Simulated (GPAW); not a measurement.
# B (Pmmn) in GPAW: notebook

The runs below take B through relaxation of cell and atoms, with LDA.

All numbers are computed with GPAW 26.7.0; they aren't measurements. Logs are shortened: lines on timing, memory, paths and dates and some standing lists are left out, and cuts for length are marked. The log counts tension as positive stress, the text compression.

## (1) The structure

The structure is orthorhombic, space group Pmmn (No. 59). Conventional cell: a = 1.625 Å, b = 2.866 Å, c = 3.914 Å, α = 90.00°, β = 90.00°, γ = 90.00°. B (site symmetry mm2) has 6 B at 1.62 to 1.86 Å as nearest neighbours.

The cell was built by a generator and needn't be a form met in nature.

## (2) Relaxation of cell and atoms, LDA

run.py

```python
from ase.filters import FrechetCellFilter
from ase.io import read, write
from ase.optimize import BFGS
from gpaw import GPAW, PW

atoms = read('B.xyz')

calc = GPAW(mode=PW(800),
            xc='LDA',
            kpts={'size': (16, 9, 7), 'gamma': True},
            occupations={'name': 'fermi-dirac', 'width': 0.05},
            nbands=10,
            convergence={'density': 1e-05, 'forces': 0.0001},
            maxiter=150,
            txt='gpaw.txt')
atoms.calc = calc
opt = BFGS(FrechetCellFilter(atoms), trajectory='relax.traj', logfile='-')
done = opt.run(fmax=0.02, steps=60)
calc.write('gs.gpw')
write('result.traj', atoms)
print('Converged:', done)
print('Cell:', atoms.cell.cellpar().round(4))
print('Volume:', round(atoms.get_volume(), 4))
print(atoms.get_scaled_positions().round(5))
```

B.xyz

```xyz
2
Lattice="1.6245600000 0.0000000000 0.0000000000 0.0000000000 2.8661500000 0.0000000000 0.0000000000 0.0000000000 3.9144000000" Properties=species:S:1:pos:R:3 pbc="T T T"
B      0.0000000000      1.4330750000      2.3848873440
B      0.8122800000      0.0000000000      1.5295126560
```

Potentials or basis: the program's PAW data sets (release 1.2.1) made for this functional, pw.

On the command line:

```console
$ OMP_NUM_THREADS=1 python run.py
```

gpaw.txt:

```text
__  _  _
 | _ |_)|_||  |
 |__||  | ||/\| - 26.7.0

Input parameters:
  mode=PW(ecut=800.0),
  convergence={'density': 1e-05, 'forces': 0.0001},
  kpts=MonkhorstPack(size=(16, 9, 7), gamma=True),
  maxiter=150,
  nbands=10,
  occupations=Occupations(name='fermi-dirac', width=0.05),
  xc=XC(name='LDA')

Diagonalizing LCAO Hamiltonian
Converting LCAO to pw mode
   .---.
  /|   |
 * |   |
 |B|   |
 | |   |
 | B---.
 |/   /
 *---*

Atoms  # Å, Bohr magnetons
|   | symbol |        x |        y |        z |    initial magnetic moments |
|---|--------|----------|----------|----------|-----------------------------|
| 0 |      B | 0.000000 | 1.433075 | 2.384887 | ( 0.0000,  0.0000,  0.0000) |
| 1 |      B | 0.812280 | 0.000000 | 1.529513 | ( 0.0000,  0.0000,  0.0000) |

Unit cell  # Å
| periodic |        x |        y |        z |  lengths |    angles |
|----------|----------|----------|----------|----------|-----------|
|      yes | 1.624560 | 0.000000 | 0.000000 | 1.624560 | 90.000000 |
|      yes | 0.000000 | 2.866150 | 0.000000 | 2.866150 | 90.000000 |
|      yes | 0.000000 | 0.000000 | 3.914400 | 3.914400 | 90.000000 |

Number of symmetries: 4
Symmetry operations  # r_c * U_cc + t_c -> r_c
|   | kind |            matrix            |
|---|------|------------------------------|
| 0 |  E   |  1, 0, 0,  0, 1, 0,  0, 0, 1 |
| 1 |  σ   |  1, 0, 0,  0,-1, 0,  0, 0, 1 |
| 2 |  σ   | -1, 0, 0,  0, 1, 0,  0, 0, 1 |
| 3 |  C2  | -1, 0, 0,  0,-1, 0,  0, 0, 1 |
[... 156 lines left out ...]
No gap
No difference between direct/indirect transitions

Stress tensor  # eV/Ang^3
|        x |        y |        z |
|----------|----------|----------|
| 0.052016 | 0.000000 | 0.000000 |
| 0.000000 | 0.035382 | 0.000000 |
| 0.000000 | 0.000000 | 0.034381 |

Forces  # eV/Ang
|       x |       y |        z |
|---------|---------|----------|
| 0.00000 | 0.00000 | -0.22782 |  # B    0
| 0.00000 | 0.00000 |  0.22782 |  # B    1

Interpolating wave functions to new cell
   .---.
  /|   |
 * |   |
 |B|   |
 | |   |
 | B---.
 |/   /
 *---*

Atoms  # Å, Bohr magnetons
|   | symbol |        x |        y |        z |    initial magnetic moments |
|---|--------|----------|----------|----------|-----------------------------|
| 0 |      B | 0.000000 | 1.429778 | 2.376309 | ( 0.0000,  0.0000,  0.0000) |
| 1 |      B | 0.809534 | 0.000000 | 1.529341 | ( 0.0000,  0.0000,  0.0000) |

Unit cell  # Å
| periodic |        x |        y |        z |  lengths |    angles |
|----------|----------|----------|----------|----------|-----------|
|      yes | 1.619069 | 0.000000 | 0.000000 | 1.619069 | 90.000000 |
|      yes | 0.000000 | 2.859556 | 0.000000 | 2.859556 | 90.000000 |
|      yes | 0.000000 | 0.000000 | 3.905649 | 3.905649 | 90.000000 |

Number of symmetries: 4
Symmetry operations  # r_c * U_cc + t_c -> r_c
|   | kind |            matrix            |
|---|------|------------------------------|
| 0 |  E   |  1, 0, 0,  0, 1, 0,  0, 0, 1 |
| 1 |  σ   |  1, 0, 0,  0,-1, 0,  0, 0, 1 |
| 2 |  σ   | -1, 0, 0,  0, 1, 0,  0, 0, 1 |
| 3 |  C2  | -1, 0, 0,  0,-1, 0,  0, 0, 1 |
[... 153 lines left out ...]
No gap
No difference between direct/indirect transitions

Stress tensor  # eV/Ang^3
|        x |        y |        z |
|----------|----------|----------|
| 0.028845 | 0.000000 | 0.000000 |
| 0.000000 | 0.027916 | 0.000000 |
| 0.000000 | 0.000000 | 0.032332 |

Forces  # eV/Ang
|       x |       y |        z |
|---------|---------|----------|
| 0.00000 | 0.00000 | -0.17850 |  # B    0
| 0.00000 | 0.00000 |  0.17851 |  # B    1

Interpolating wave functions to new cell

        B
         B

Atoms  # Å, Bohr magnetons
|   | symbol |         x |        y |        z |    initial magnetic moments |
|---|--------|-----------|----------|----------|-----------------------------|
| 0 |      B | -0.000000 | 1.419991 | 2.348151 | ( 0.0000,  0.0000,  0.0000) |
| 1 |      B |  0.803594 | 0.000000 | 1.526994 | ( 0.0000,  0.0000,  0.0000) |

Unit cell  # Å
| periodic |         x |         y |        z |  lengths |    angles |
|----------|-----------|-----------|----------|----------|-----------|
|      yes |  1.607189 | -0.000000 | 0.000000 | 1.607189 | 90.000000 |
|      yes | -0.000000 |  2.839982 | 0.000000 | 2.839982 | 90.000000 |
|      yes | -0.000000 | -0.000000 | 3.875145 | 3.875145 | 90.000000 |

Number of symmetries: 4
Symmetry operations  # r_c * U_cc + t_c -> r_c
|   | kind |            matrix            |
|---|------|------------------------------|
| 0 |  E   |  1, 0, 0,  0, 1, 0,  0, 0, 1 |
| 1 |  σ   |  1, 0, 0,  0,-1, 0,  0, 0, 1 |
| 2 |  σ   | -1, 0, 0,  0, 1, 0,  0, 0, 1 |
| 3 |  C2  | -1, 0, 0,  0,-1, 0,  0, 0, 1 |
[... 154 lines left out ...]
No gap
No difference between direct/indirect transitions

Stress tensor  # eV/Ang^3
|         x |        y |        z |
|-----------|----------|----------|
| -0.026865 | 0.000000 | 0.000000 |
|  0.000000 | 0.006124 | 0.000000 |
|  0.000000 | 0.000000 | 0.024609 |

Forces  # eV/Ang
|       x |       y |        z |
|---------|---------|----------|
| 0.00000 | 0.00000 |  0.00189 |  # B    0
| 0.00000 | 0.00000 | -0.00188 |  # B    1

Interpolating wave functions to new cell

        B
         B
[... 175 lines left out ...]
No gap
No difference between direct/indirect transitions

Stress tensor  # eV/Ang^3
|         x |        y |        z |
|-----------|----------|----------|
| -0.024438 | 0.000000 | 0.000000 |
|  0.000000 | 0.002421 | 0.000000 |
|  0.000000 | 0.000000 | 0.023389 |

Forces  # eV/Ang
|       x |        y |        z |
|---------|----------|----------|
| 0.00000 | -0.00000 |  0.02873 |  # B    0
| 0.00000 |  0.00000 | -0.02874 |  # B    1
[... 181 lines left out ...]
No gap
No difference between direct/indirect transitions

Stress tensor  # eV/Ang^3
|        x |         y |        z |
|----------|-----------|----------|
| 0.003559 |  0.000000 | 0.000000 |
| 0.000000 | -0.011330 | 0.000000 |
| 0.000000 |  0.000000 | 0.018134 |

Forces  # eV/Ang
|       x |        y |        z |
|---------|----------|----------|
| 0.00000 | -0.00000 |  0.13288 |  # B    0
| 0.00000 |  0.00000 | -0.13288 |  # B    1
[... 181 lines left out ...]
No gap
No difference between direct/indirect transitions

Stress tensor  # eV/Ang^3
|        x |         y |        z |
|----------|-----------|----------|
| 0.016621 |  0.000000 | 0.000000 |
| 0.000000 | -0.015620 | 0.000000 |
| 0.000000 |  0.000000 | 0.014871 |

Forces  # eV/Ang
|       x |        y |        z |
|---------|----------|----------|
| 0.00000 | -0.00000 |  0.16790 |  # B    0
| 0.00000 |  0.00000 | -0.16790 |  # B    1
[... 181 lines left out ...]
No gap
No difference between direct/indirect transitions

Stress tensor  # eV/Ang^3
|        x |         y |         z |
|----------|-----------|-----------|
| 0.030882 |  0.000000 |  0.000000 |
| 0.000000 | -0.018947 | -0.000000 |
| 0.000000 | -0.000000 |  0.009535 |

Forces  # eV/Ang
|       x |        y |        z |
|---------|----------|----------|
| 0.00000 | -0.00000 |  0.19036 |  # B    0
| 0.00000 |  0.00000 | -0.19036 |  # B    1
[... 136 lines left out ...]
SCF iterations
|iter     | |      energy | eigst |  dens |force |
|---------|-|-------------|-------|-------|------|
|iter:   1| |  -13.987881 | -0.56 |       |      |
|iter:   2| |  -13.978091 | -3.17 | -1.36 |      |
|iter:   3| |  -13.931640 | -2.71 | -1.40 |      |
|iter:   4| |  -13.930812 | -4.12 | -2.27 |      |
|iter:   5| |  -13.930813c| -5.44 | -3.01 |      |
|iter:   6| |  -13.930814c| -6.82 | -3.59 |      |
|iter:   7| |  -13.930814c| -8.10c| -4.84 |      |
|iter:   8| |  -13.930814c| -9.24c| -5.36c|      |
|iter:   9| |  -13.930814c|-10.00c| -6.45c|-5.42c|

Converged in 9 steps
Energy contributions relative to reference atoms: (reference = -1325.228568)

Energy contributions:
  Kinetic:          13.206044
  Coulomb:         -10.172372
  Zero:              0.018191
  External:          0.000000
  Xc:              -16.981628
  Entropy:          -0.002097
  Spinorbit:         0.000000
  ----------------------------
  Free energy:     -13.931862
  Extrapolated:    -13.930814
[... 18 lines left out ...]
No gap
No difference between direct/indirect transitions

Stress tensor  # eV/Ang^3
|        x |         y |         z |
|----------|-----------|-----------|
| 0.040568 |  0.000000 |  0.000000 |
| 0.000000 | -0.015272 | -0.000000 |
| 0.000000 | -0.000000 |  0.001128 |

Forces  # eV/Ang
|       x |        y |        z |
|---------|----------|----------|
| 0.00000 | -0.00000 |  0.15510 |  # B    0
| 0.00000 |  0.00000 | -0.15510 |  # B    1
[... 181 lines left out ...]
No gap
No difference between direct/indirect transitions

Stress tensor  # eV/Ang^3
|        x |         y |         z |
|----------|-----------|-----------|
| 0.025079 |  0.000000 |  0.000000 |
| 0.000000 | -0.003362 | -0.000000 |
| 0.000000 | -0.000000 | -0.003928 |

Forces  # eV/Ang
|       x |        y |        z |
|---------|----------|----------|
| 0.00000 | -0.00000 |  0.06377 |  # B    0
| 0.00000 |  0.00000 | -0.06377 |  # B    1
[... 181 lines left out ...]
No gap
No difference between direct/indirect transitions

Stress tensor  # eV/Ang^3
|        x |        y |         z |
|----------|----------|-----------|
| 0.005200 | 0.000000 |  0.000000 |
| 0.000000 | 0.002251 |  0.000000 |
| 0.000000 | 0.000000 | -0.001210 |

Forces  # eV/Ang
|       x |        y |        z |
|---------|----------|----------|
| 0.00000 | -0.00000 |  0.01834 |  # B    0
| 0.00000 |  0.00000 | -0.01834 |  # B    1
[... 179 lines left out ...]
No gap
No difference between direct/indirect transitions

Stress tensor  # eV/Ang^3
|        x |        y |         z |
|----------|----------|-----------|
| 0.000173 | 0.000000 |  0.000000 |
| 0.000000 | 0.002355 |  0.000000 |
| 0.000000 | 0.000000 | -0.000701 |

Forces  # eV/Ang
|       x |        y |        z |
|---------|----------|----------|
| 0.00000 | -0.00000 |  0.01131 |  # B    0
| 0.00000 |  0.00000 | -0.01131 |  # B    1

# Writing to gs.gpw (mode='')
```

Run time: 2.8 min. Hardware: 1 thread of Arm Neoverse V2, shared host; peak memory 0.28 GiB.

Results:

| Quantity | Value |
| --- | --- |
| Free energy | -13.9369 eV |
| Relaxed volume | 8.14 Å³/atom |
| Relaxed cell | a = 1.617 Å, b = 2.823 Å, c = 3.568 Å, α = 90.00°, β = 90.00°, γ = 90.00° |
| Space group after relaxing (to 0.05 Å) | Pmmn (No. 59) |
| Energy gained by relaxing | 17.1 meV/atom |
| Ionic steps | 11 |
| Pressure after relaxing | -0.1 GPa |
| Largest force after relaxing | 0.011 eV/Å |
| Band gap on the k mesh | none (metal or under the smearing width) |

Forces in eV/Å, atoms in the order of the input:
```
B    0.000  0.000  0.011
B    0.000  0.000 -0.011
```

Stress tensor (GPa, compression positive):
```
-0.03  0.00  0.00
 0.00 -0.38  0.00
 0.00  0.00  0.11
```

Step by step:
| step | energy change (eV) | largest force (eV/Å) | pressure (GPa) | volume (Å³) |
| --- | --- | --- | --- | --- |
| 1 | 0.0000 | 0.2278 | -6.50 | 18.23 |
| 2 | -0.0063 | 0.1785 | -4.76 | 18.08 |
| 3 | -0.0138 | 0.0019 | -0.21 | 17.69 |
| 4 | -0.0151 | 0.0287 | -0.07 | 17.63 |
| 5 | -0.0203 | 0.1329 | -0.55 | 17.34 |
| 6 | -0.0221 | 0.1679 | -0.85 | 17.19 |
| 7 | -0.0246 | 0.1904 | -1.15 | 16.97 |
| 8 | -0.0293 | 0.1551 | -1.41 | 16.61 |
| 9 | -0.0332 | 0.0638 | -0.95 | 16.32 |
| 10 | -0.0341 | 0.0183 | -0.33 | 16.30 |
| 11 | -0.0341 | 0.0113 | -0.10 | 16.29 |

Final structure:
```
B
1.0
     1.61700    0.00000    0.00000
     0.00000    2.82283    0.00000
     0.00000    0.00000    3.56796
B
2
Direct
  0.00000 0.50000 0.61381
  0.50000 0.00000 0.38619
```

Levels at points of the mesh, in eV from the Fermi level:
```tsv
k point	band 1	band 2	band 3	band 4	band 5	band 6
(0.00, 0.00, 0.00)	-16.40	-5.59	-5.23	-2.57	3.26	9.19
(0.50, 0.00, 0.00)	-7.31	-7.31	6.77	6.77	7.29	7.29
```

Caveat: later steps reuse the first step's grids.

## (3) Relaxation of cell and atoms, LDA, target pressure 2 GPa, at which the enthalpy is minimised

run.py: that of step 2 with these lines changed.

```diff
@@ -1,7 +1,15 @@
+from ase import Atoms
 from ase.filters import FrechetCellFilter
-from ase.io import read, write
+from ase.io import write
 from ase.optimize import BFGS
+from ase.units import GPa
 from gpaw import GPAW, PW
 
-atoms = read('B.xyz')
+atoms = Atoms(['B', 'B'],
+              cell=[[1.62456, 0.0, 0.0],
+                    [0.0, 2.86615, 0.0],
+                    [0.0, 0.0, 3.9144]],
+              scaled_positions=[[0.0, 0.5, 0.60926],
+                                [0.5, 0.0, 0.39074]],
+              pbc=True)
 
@@ -16,3 +24,3 @@
 atoms.calc = calc
-opt = BFGS(FrechetCellFilter(atoms), trajectory='relax.traj', logfile='-')
+opt = BFGS(FrechetCellFilter(atoms, scalar_pressure=2 * GPa), trajectory='relax.traj', logfile='-')
 done = opt.run(fmax=0.02, steps=60)
```

Potentials or basis: the program's PAW data sets (release 1.2.1) made for this functional, pw.

On the command line:

```console
$ OMP_NUM_THREADS=1 python run.py
```

Run time: 2.9 min. Hardware: 1 thread of Arm Neoverse V2, shared host; peak memory 0.27 GiB.

Results (log left out):

- Free energy: -13.9333 eV
- Relaxed volume: 7.92 Å³/atom
- Relaxed cell: a = 1.613 Å, b = 2.811 Å, c = 3.493 Å, α = 90.00°, β = 90.00°, γ = 90.00°
- Space group after relaxing (to 0.05 Å): Pmmn (No. 59)
- Energy change on relaxing (the enthalpy is what falls): -15.3 meV/atom
- Ionic steps: 12
- Pressure after relaxing: 2.1 GPa
- Largest force after relaxing: 0.011 eV/Å
- Band gap on the k mesh: none (metal or under the smearing width)

Forces on the atoms (eV/Å):
```
B    0.000  0.000  0.011
B    0.000  0.000 -0.011
```

Stress tensor (GPa, compression positive):
```
2.21 0.00 0.00
0.00 1.92 0.00
0.00 0.00 2.07
```

The path:
| step | energy change (eV) | largest force (eV/Å) | pressure (GPa) | volume (Å³) |
| --- | --- | --- | --- | --- |
| 1 | 0.0000 | 0.2278 | -6.50 | 18.23 |
| 2 | -0.0074 | 0.1698 | -4.34 | 18.04 |
| 3 | -0.0132 | 0.0381 | 1.59 | 17.50 |
| 4 | -0.0146 | 0.0726 | 1.95 | 17.41 |
| 5 | -0.0211 | 0.2192 | 2.22 | 16.85 |
| 6 | -0.0214 | 0.2659 | 1.74 | 16.61 |
| 7 | -0.0249 | 0.2146 | 0.78 | 16.47 |
| 8 | -0.0293 | 0.0752 | 0.03 | 16.00 |
| 9 | -0.0312 | 0.0254 | 0.78 | 15.93 |
| 10 | -0.0308 | 0.0141 | 1.77 | 15.86 |
| 11 | -0.0307 | 0.0144 | 1.90 | 15.85 |
| 12 | -0.0305 | 0.0106 | 2.07 | 15.84 |

Final structure:
```
B
1.0
     1.61323    0.00000    0.00000
     0.00000    2.81060    0.00000
     0.00000    0.00000    3.49321
B
2
Direct
  0.00000 0.50000 0.61671
  0.50000 0.00000 0.38329
```

Levels at points of the mesh, in eV from the Fermi level:
| k point | band 1 | band 2 | band 3 | band 4 | band 5 | band 6 |
| --- | --- | --- | --- | --- | --- | --- |
| (0.00, 0.00, 0.00) | -16.51 | -5.60 | -5.07 | -2.68 | 3.32 | 9.32 |
| (0.50, 0.00, 0.00) | -7.37 | -7.37 | 6.85 | 6.85 | 7.35 | 7.35 |

Caveat: later steps reuse the first step's grids.

(Continued in part 2 of 2.)
